**Question: What should the next point of this sublattice scan look like?**

I have a scan of rocksalt SnSe in which the whole tin sublattice slides along a face diagonal while selenium and the cell stay fixed. I have covered the results at 0.0875 Å and would like to work them out before I look. Can the other rows fix the force, energy, pressure and gap there? And what do they tell me about whether tin wants to sit at the centre of its selenium octahedron?

Rocksalt SnSe (two-atom cell, cubic a = 6.020 Å, 27.27 Å³ an atom, not relaxed) with the Sn sublattice shifted along a face diagonal. Ansatz 0.2.0, scalar-relativistic LDA without spin polarisation, PBE PAW datasets, 420 eV cutoff, 8×8×8 k mesh, 0.05 eV Gaussian smearing. Free energies are relative to the undisplaced cell; pressure is positive in compression.

| displacement (Å) | energy change (eV a cell) | force along direction (eV/Å summed over the moved atoms) | pressure (GPa) | gap on mesh (eV) |
| --- | --- | --- | --- | --- |
| -0.1 | -0.001 | -0.015 | -3.21 | 0.587 |
| -0.05 | 0.000 | -0.013 | -3.32 | 0.605 |
| 0 | 0.000 | 0.000 | -3.36 | 0.611 |
| 0.0125 | 0.000 | 0.004 | -3.36 | 0.611 |
| 0.025 | 0.000 | 0.007 | -3.35 | 0.609 |
| 0.0375 | 0.000 | 0.010 | -3.34 | 0.608 |
| 0.0625 | -0.001 | 0.015 | -3.30 | 0.601 |
| 0.075 | -0.001 | 0.016 | -3.28 | 0.597 |
| 0.0875 | ? | ? | ? | ? |

**Answer**

Start with the force, because the energy changes are no larger than about one unit of their last printed digit. A positive force at a positive displacement pushes tin further out, and so does a negative force at a negative displacement. That is what every displaced row with a printed force shows. The zero force at the centre doesn't contradict this: symmetry demands it, whether the centre is the bottom of a valley or the top of a hill. Here it is the top of a low hill.

Two opposing effects can explain such a hill. At the centre, tin has six selenium neighbours at equal distances. A shift along the face diagonal shortens two of these bonds, lengthens two and leaves two almost as they were, so the crystal keeps its full cubic symmetry only when tin is centred. Repulsion between the electron shells rises steeply at short range, so the shortened bonds cost more than the lengthened ones give back, and this drives tin towards the centre. The shift also lets filled and empty electronic states mix that symmetry keeps apart in the centred crystal, which lowers the energy and favours moving off-centre. Both effects are argued here, not measured separately; the table shows only the net result.

For small shifts both effects grow as the square of the displacement, so their difference decides whether the centre is stable. Further out, the repulsion stiffens and the gain from mixing levels off, so the outward push must weaken. Symmetry narrows the possible formulas. Inversion through a selenium site turns a shift x into −x, so the energy can hold only even powers of x and the force only odd ones. The shortest form that allows a hill with valleys on either side is

E = −a x²/2 + b x⁴/4, and therefore F = a x − b x³.

Here E is the energy change, F the force along the direction of motion, a the outward force constant at the centre, and b the strength of the restoring part. A least-squares fit to the forces of the eight visible rows gives a = 0.294 eV/Å² and b = 14.4 eV/Å⁴. The row at −0.1 Å is especially useful: by symmetry it also describes a shift of +0.1 Å, so the covered point lies between known ones.

The force at 0.0875 Å, in eV/Å, is then

- outward part: 0.294 × 0.0875 = 0.0257
- restoring part: 14.4 × 0.0875³ = 0.0096
- net force: 0.0257 − 0.0096 = 0.016

The restoring part has already cancelled more than a third of the outward push. The fitted force is largest near 0.08 Å, so the covered point sits on the flat top of the curve. A straight line drawn from the centre would miss this and give 0.026 eV/Å.

The energy follows from integrating the fitted force, which is more precise than fitting the rounded energies. The pressure and the gap are also even in x, so for small shifts each should start from its central value and change as x². For the gap, this smooth form also needs the same band edges to define it throughout. Fits of that form to the same eight rows give a pressure that rises by 15 GPa/Å² times x² and a gap that falls by 2.4 eV/Å² times x².

My forecasts for 0.0875 Å are

- force along direction: 0.016 ± 0.001 eV/Å, still outward
- energy change: −0.0009 ± 0.0006 eV a cell
- pressure: −3.25 ± 0.01 GPa
- gap on mesh: 0.592 ± 0.002 eV

The ranges allow for the rounding of the printed values and for about twice the scatter found when each known row is left out of its fit in turn. Now uncover the row.

The withheld rows as computed:

| displacement (Å) | energy change (eV a cell) | force along direction (eV/Å summed over the moved atoms) | pressure (GPa) | gap on mesh (eV) |
| --- | --- | --- | --- | --- |
| 0.0875 | -0.001 | 0.016 | -3.25 | 0.593 |

All four values fall within their ranges. The force is the most telling hit, because the straight line would have been about 60 % above the computed value. The gap differs from the forecast by one unit in the last printed digit, which is no more than rounding. The energy is a weak test, since its range is about as wide as the rounding. The hits support the simple curve inside the scan, where symmetry supplies a known point on either side.

Beyond the scan the same curve is only an extrapolation. It puts the bottom of the valley near 0.14 Å, about 1.5 meV a cell below the centre. The force still points outward at −0.1 Å, so the valley floor does lie further out along this line, but no row has reached it.

Whether tin really wants to leave the centre may depend on the volume of the cell, and the pressure column can test that. Its negative sign means that the cell is under tension and would shrink if it were free to. The pressure also moves towards zero as tin leaves the centre, so the displaced crystal pulls inward less strongly than the centred one. In other words, the displaced structure gains on the centred one when the cell is stretched, and loses when it is compressed.

This can be turned into a number. Pressure is the fall of energy with increasing volume V, taken with the atoms at fixed fractions of the cell edges. Applied to the energy term −a x²/2, this says that the displacement raises the pressure by (x²/2) × da/dV. The fitted rise is 15 GPa/Å² times x², and 1 eV/Å³ is 160 GPa, so

- da/dV = 2 × 15/160 = 0.19 eV/Å⁵
- volume reduction that brings a to zero: 0.294/0.19 = 1.5 Å³
- as a share of the two-atom cell: 1.5/(2 × 27.27) = about 3 %

The slight change of x with the cell size alters this by only a few per cent of its value. The larger uncertainty is the assumption that a falls in a straight line with volume.

Would relaxation shrink the cell by that much? The tension at the centre is 3.36 GPa, so a shrinkage of less than 3 % would need a bulk modulus above roughly 110 GPa. Rocksalt compounds of this family are generally much softer than that, so the cell should shrink by more than 3 %. This step rests on general experience, not on the table. The hill at the centre is therefore probably a product of the stretched cell, and at the relaxed volume this calculation would probably hold tin at the centre against such a uniform shift. The tension belongs to this particular setup, LDA with datasets made for another functional, so the relaxed volume has to be found at the same settings. LDA usually makes crystals somewhat too small, which would itself favour a centred tin atom in the relaxed cell.

The likely reason is that repulsion fades faster with distance than the gain from mixing does. Stretching the crystal then removes more of what holds tin in place than of what draws it away. The table shows that the balance shifts with volume, but not how much each side contributes. The trend itself doesn't depend on this picture: the pressure column alone says that a slightly smaller cell should push tin out less, and a slightly larger one harder.

The gap warns against reading too much into that picture. If just one filled and one empty level mixed, they would repel each other and the gap would widen with displacement. Instead it narrows, by 0.024 eV between the centre and −0.1 Å. The real bands are evidently less simple than two levels, and I can't tell from these rows which states close the gap. The size of the gap is uncertain too: LDA often gets gaps wrong, spin–orbit coupling is left out, and the bands are sampled only on a mesh.

Before you believe an off-centre atom, look at the pressure at the symmetric point and at how it changes along the shift. If the cell is under tension and the pressure rises with displacement, relax the volume at the same settings and repeat two or three small shifts. If the force then points back to the centre, the double well came from the cell you chose.
